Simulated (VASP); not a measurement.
# C in VASP: a series of runs, part 2 of 2

VASP 6.6.1.

## 4. Single point, SCAN+rVV10

INCAR

```
ALGO = Normal ; BPARAM = 15.7
CPARAM = 0.0093 ; EDIFF = 1E-7
ENCUT = 520 ; ISIF = 2
ISMEAR = -1 ; IVDW_NL = 2
LASPH = True ; LCHARG = False
LMIXTAU = True ; LREAL = False
LUSE_VDW = True ; LWAVE = False
METAGGA = SCAN ; NELM = 100
PREC = Accurate ; SIGMA = 0.05
```

KPOINTS

```
k-points
0
Gamma
  16 16 1
```

POSCAR

```
C
1.0
    2.4610000000      0.0000000000      0.0000000000
   -1.2305000000      2.1312885187      0.0000000000
    0.0000000000      0.0000000000     16.0000000000
C
2
Direct
    0.0000000000      0.0000000000      0.5000000000
    0.3333333333      0.6666666667      0.5000000000
```

Potentials or basis: VASP PAW PBE potentials, release 64 (C).

On the command line:

```bash
$ cat potpaw_PBE.64/C/POTCAR > POTCAR
$ mpirun -np 1 vasp_std > vasp.out
```

OUTCAR:

```text
BPARAM = 15.7
   EDIFF = 1E-7
   ENCUT = 520
   ISIF = 2
   ISMEAR = -1
   IVDW_NL = 2
   LASPH = True
   LREAL = False
   METAGGA = SCAN
   NELM = 100
   PREC = Accurate

 ion  position               nearest neighbor table
   1  0.000  0.000  0.500-   2 1.42   2 1.42   2 1.42
   2  0.333  0.667  0.500-   1 1.42   1 1.42   1 1.42

  LATTYP: Found a hexagonal cell.
 ALAT       =     2.4610000000
 C/A-ratio  =     6.5014221861

  Lattice vectors:

 A1 = (   2.4610000000,   0.0000000000,   0.0000000000)
 A2 = (  -1.2305000000,   2.1312885187,   0.0000000000)
 A3 = (   0.0000000000,   0.0000000000,  16.0000000000)

Analysis of symmetry for initial positions (statically):
=====================================================================
 Subroutine PRICEL returns:
 Original cell was already a primitive cell.

 Routine SETGRP: Setting up the symmetry group for a
 hexagonal supercell.

 Subroutine GETGRP returns: Found 24 space group operations
 (whereof 12 operations were pure point group operations)
 out of a pool of 24 trial point group operations.

The static configuration has the point symmetry D_3h.
 The point group associated with its full space group is D_6h.

Analysis of symmetry for dynamics (positions and initial velocities):
=====================================================================
 Subroutine PRICEL returns:
 Original cell was already a primitive cell.

 Routine SETGRP: Setting up the symmetry group for a
 hexagonal supercell.

 Subroutine GETGRP returns: Found 24 space group operations
 (whereof 12 operations were pure point group operations)
 out of a pool of 24 trial point group operations.

The dynamic configuration has the point symmetry D_3h.
 The point group associated with its full space group is D_6h.

 Subroutine INISYM returns: Found 24 space group operations
 (whereof 12 operations are pure point group operations),
 and found     1 'primitive' translations

----------------------------------------------------------------------------------------

                                     Primitive cell

  volume of cell :      83.9216

  direct lattice vectors                    reciprocal lattice vectors
     2.461000000  0.000000000  0.000000000     0.406338887  0.234599866  0.000000000
    -1.230500000  2.131288519  0.000000000     0.000000000  0.469199731  0.000000000
     0.000000000  0.000000000 16.000000000     0.000000000  0.000000000  0.062500000

  length of vectors
     2.461000000  2.461000000 16.000000000     0.469199731  0.469199731  0.062500000

  position of ions in fractional coordinates (direct lattice)
     0.000000000  0.000000000  0.500000000
     0.333333333  0.666666667  0.500000000

  ion indices of the primitive-cell ions
   primitive index   ion index
                 1           1
                 2           2

----------------------------------------------------------------------------------------

 KPOINTS: k-points

Automatic generation of k-mesh.
 Grid dimensions read from file:
 generate k-points for:   16   16    1

 Generating k-lattice:

  Cartesian coordinates                     Fractional coordinates (reciprocal lattice)
     0.025396180  0.014662492  0.000000000     0.062500000  0.000000000  0.000000000
     0.000000000  0.029324983  0.000000000     0.000000000  0.062500000  0.000000000
     0.000000000  0.000000000  0.062500000     0.000000000  0.000000000  1.000000000

  Length of vectors
     0.029324983  0.029324983  0.062500000

  Shift w.r.t. Gamma in fractional coordinates (k-lattice)
     0.000000000  0.000000000  0.000000000

 Subroutine IBZKPT returns following result:
 ===========================================

 Found     30 irreducible k-points:

 Following reciprocal coordinates:
            Coordinates               Weight
  0.000000  0.000000  0.000000      1.000000
  0.062500  0.000000  0.000000      6.000000
  0.125000  0.000000  0.000000      6.000000
  0.187500  0.000000  0.000000      6.000000
  0.250000  0.000000  0.000000      6.000000
  0.312500 -0.000000  0.000000      6.000000
[... 16 lines left out ...]
  0.187500  0.187500  0.000000      6.000000
  0.250000  0.187500  0.000000     12.000000
 [... further k-points ...]
   k-points           NKPTS =     30   k-points in BZ     NKDIM =     30   number of bands    NBANDS=      8
   number of dos      NEDOS =    301   number of ions     NIONS =      2
   total plane-waves  NPLWV =  38880
   dimension x,y,z NGX =    18 NGY =   18 NGZ =  120
   dimension x,y,z NGXF=    36 NGYF=   36 NGZF=  240
   ions per type =               2
   NGX,Y,Z   is equivalent  to a cutoff of  12.16, 12.16, 12.47 a.u.
   NGXF,Y,Z  is equivalent  to a cutoff of  24.32, 24.32, 24.94 a.u.
 SYSTEM =  unknown system
   PREC   = accura    normal or accurate (medium, high low for compatibility)
   ISTART =      0    job   : 0-new  1-cont  2-samecut
   ICHARG =      2    charge: 1-file 2-atom 10-const
   ISPIN  =      1    spin polarized calculation?
   LNONCOLLINEAR =      F non collinear calculations
   LSORBIT =      F    spin-orbit coupling
   LASPH  =      T    aspherical Exc in radial PAW
   ENCUT  =  520.0 eV  38.22 Ry    6.18 a.u.   4.58  4.58 29.75*2*pi/ulx,y,z
   NELM   =    100;   NELMIN=  2; NELMDL= -5     # of ELM steps
   EDIFF  = 0.1E-06   stopping-criterion for ELM
   LREAL  =      F    real-space projection
   EDIFFG = 0.1E-05   stopping-criterion for IOM
   NSW    =      0    number of steps for IOM
   IBRION =     -1    ionic relax: 0-MD 1-quasi-New 2-CG
   NFREE  =      0    steps in history (QN), initial steepest desc. (CG)
   ISIF   =      2    stress and relaxation
   ISYM   =      2    0-nonsym 1-usesym 2-fastsym
   POTIM  = 0.5000    time-step for ionic-motion
   TEBEG  =    0.0;   TEEND  =   0.0 temperature during run
   PSTRESS=    0.0 pullay stress
   NELECT =       8.0000    total number of electrons
   NUPDOWN=      -1.0000    fix difference up-down
   EMIN   =  10.00;   EMAX   =-10.00  energy-range for DOS
   EFERMI =   0.00;   METHOD = LEGACY
   ISMEAR =    -1;   SIGMA  =   0.05  broadening in eV -4-tet -1-fermi 0-gaus
   EFERMI_NEDOS =   21; number of points for ismear=-14 and -15
   IALGO  =     38    algorithm
   IMIX   =      4    mixing-type and parameters
     AMIX     =   0.40;   BMIX     =  1.00
     AMIX_MAG =   1.60;   BMIX_MAG =  1.00
  volume/ion in A,a.u.               =      41.96       283.17
  Fermi-wavevector in a.u.,A,eV,Ry     =   0.747848  1.413228  7.609428  0.559277
  Thomas-Fermi vector in A             =   1.843999
   LORBIT       =      0    0 simple, 1 ext, 2 COOP (PROOUT), +10 PAW based schemes
   METAGGA = SCAN    functional components
   LHFCALC =     F    Hartree Fock is set to
   AEXX    =    0.0000 exact exchange contribution
   IVDW_NL    =     2    kernel type
   BPARAM     =15.7000
   IVDW    =     0    specifies the selected vdW correction
   LEPSILON=     F    determine dielectric tensor
   LRPA    =     F    only Hartree local field effects (RPA)
 non-spin polarized calculation
  energy-cutoff  :      520.00
  volume of cell :       83.92
 maximum number of plane-waves:      2292
   NGX =  9   NGY =  9   NGZ = 59

 number of electron       7.9999997 magnetization

 Free energy of the ion-electron system (eV)
  ---------------------------------------------------
  ext. energy  EPLUGINS =         0.00000000
  ---------------------------------------------------
  free energy    TOTEN  =       -19.97816323 eV

  energy without entropy =      -19.97816310  energy(sigma->0) =      -19.97816316

 E-fermi :  -2.3717     XC(G=0):  -2.7094

 val. band max:       -3.0311004975   @ k =   0.3125   0.3125   0.0000
 cond. band min:      -1.7122512698   @ k =   0.3125   0.3125   0.0000
 fundamental gap:      1.3188492277
 Fermi energy:        -2.3716928295

 k-point     1 :       0.0000    0.0000    0.0000
  band No.  band energies     occupation
      1     -23.1157      2.00000
      2     -10.4609      2.00000
      3      -5.7631      2.00000
      4      -5.7631      2.00000
      5       1.1366      0.00000
      6       2.0318      0.00000
      7       2.3644      0.00000
      8       4.0443      0.00000
[... 243 lines left out ...]
 k-point    24 :       0.2500    0.1875    0.0000
  band No.  band energies     occupation
      1     -19.6043      2.00000
      2     -12.8097      2.00000
      3     -10.7622      2.00000
      4      -6.3809      2.00000
      5       1.9594      0.00000
      6       5.8319      0.00000
      7       6.6821      0.00000
      8       7.1239      0.00000

 [... further k-points ...]

------------------------ aborting loop because EDIFF is reached ----------------------------------------

  FORCE on cell =-STRESS in cart. coord.  units (eV):
  Direction    XX          YY          ZZ          XY          YZ          ZX
  --------------------------------------------------------------------------------------
  -------------------------------------------------------------------------------------
  Total       -0.4635497     -0.4635497     -0.0087637     -0.0000000      0.0000000      0.0000000
  in kB       -8.8497914     -8.8497914     -0.1673116     -0.0000000      0.0000000      0.0000000
  external PRESSURE =      -5.9556315 kB  Pullay stress =       0.0000000 kB

 VOLUME and BASIS-vectors are now :
 -----------------------------------------------------------------------------
  energy-cutoff  :      520.00
  volume of cell :       83.92
      direct lattice vectors                 reciprocal lattice vectors
     2.461000000  0.000000000  0.000000000     0.406338887  0.234599866  0.000000000
    -1.230500000  2.131288519  0.000000000     0.000000000  0.469199731  0.000000000
     0.000000000  0.000000000 16.000000000     0.000000000  0.000000000  0.062500000

 POSITION                                       TOTAL-FORCE (eV/Angst)
 -----------------------------------------------------------------------------------
      0.00000      0.00000      8.00000         0.000000      0.000000      0.000000
     -0.00000      1.42086      8.00000         0.000000      0.000000      0.000000
 -----------------------------------------------------------------------------------
    total drift:                                0.000000     -0.000000      0.000000

  FREE ENERGIE OF THE ION-ELECTRON SYSTEM (eV)
  ---------------------------------------------------
  free  energy   TOTEN  =       -19.9781632264 eV

  energy  without entropy=      -19.9781631018  energy(sigma->0) =      -19.97816316
```

OSZICAR:

```text
N       E                     dE             d eps       ncg     rms          rms(c)
DAV:   1     0.552140419728E+02    0.55214E+02   -0.34854E+03   480   0.740E+02
DAV:   2    -0.187027008290E+02   -0.73917E+02   -0.60812E+02   680   0.136E+02
DAV:   3    -0.230540676757E+02   -0.43514E+01   -0.43514E+01   688   0.519E+01
[... 34 lines left out ...]
DAV:  38    -0.199781635168E+02   -0.15451E-05   -0.19132E-07   512   0.654E-03    0.511E-04
DAV:  39    -0.199781636461E+02   -0.12932E-06   -0.88650E-08   528   0.521E-03    0.445E-04
DAV:  40    -0.199781634112E+02    0.23493E-06   -0.16429E-07   512   0.671E-03    0.231E-04
DAV:  41    -0.199781631777E+02    0.23348E-06   -0.13695E-08   528   0.206E-03    0.236E-04
DAV:  42    -0.199781632264E+02   -0.48733E-07   -0.25375E-08   576   0.231E-03
   1 F= -.19978163E+02 E0= -.19978163E+02  d E =-.124599E-06
```

Wall time 4.3 min (1 thread of Intel Xeon Platinum 8488C (Sapphire Rapids), shared host); peak memory 0.34 GiB.

What came out:

| Property | Result |
| --- | --- |
| Free energy | -19.9782 eV |
| Band gap on the k mesh | 1.32 eV, direct |

Levels at points of the mesh, in eV from the valence-band top:
| k point | band 2 | band 3 | band 4 | band 5 | band 6 | band 7 |
| --- | --- | --- | --- | --- | --- | --- |
| (0.00, 0.00, 0.00) | -7.43 | -2.73 | -2.73 | 4.17 | 5.06 | 5.40 |
| (0.50, 0.00, 0.00) | -13.38 | -6.22 | -1.86 | 2.44 | 8.43 | 12.20 |

Caveat: the PAW data sets were made with another functional, which shifts forces and pressure a little. SCAN opens gaps a little over a GGA but as a rule still falls short of measured ones.

## 5. Overview

| level | gap on the mesh (eV) |
| --- | --- |
| rev-vdW-DF2 | 1.24 |
| SCAN | 1.32 |
| SCAN+rVV10 | 1.32 |

Alike in all rows: task single point; potentials or basis VASP PAW PBE potentials, release 64 (C); no spin polarisation; cell as given; k mesh 16 × 16 × 1; cutoff (eV) 520; smearing fermi-dirac 0.05 eV.

On the cell as given the gap runs from 1.24 eV (rev-vdW-DF2) to 1.32 eV (SCAN+rVV10).

Caveats: the PAW data sets were made with another functional, which shifts forces and pressure a little.

Total energies depend on the potentials used, so only differences within one code and one set of settings carry meaning.
